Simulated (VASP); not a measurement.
Runs of VASP 6.6.1 on CdF2. It takes space group Fm-3m (No. 225, cubic). The conventional cell has a = 5.388 Å, b = 5.388 Å, c = 5.388 Å, α = 90.00°, β = 90.00°, γ = 90.00°. Cd (site symmetry m-3m) is surrounded by 8 F at 2.33 Å. Around F (site symmetry -43m) lie 4 Cd at 2.33 Å. 

```tsv
task	level	spin	screening parameter	exchange at q = 0	share of exact exchange	gap on the mesh (eV)	pressure (GPa)
band structure	HSE03	off	-	-	-	(b)	2.8
band structure	HSE06	off	0.2 1/A	-	-	5.21	2.6
band structure	PBE0	off	-	truncated	-	5.93	(a)
single point	HSE06	SOC, no magnetisation	0.2 1/A	-	-	-	2.6
band structure	r2SCAN-EpsX	off	-	truncated	0.357	7.54	-1.5
```

Alike in all rows: potentials or basis VASP PAW PBE potentials, release 64 (Cd, F); cell as given; k mesh 6 × 6 × 6; cutoff (eV) 520; smearing gaussian 0.02 eV.

Problem. Estimate the missing entries.

Solution. (a) 2.4; (b) 4.91.

Caveats: the PAW data sets were made with another functional, which shifts forces and pressure a little.

A k mesh can miss the band edges, and rows without SOC leave out spin-orbit coupling on Cd.
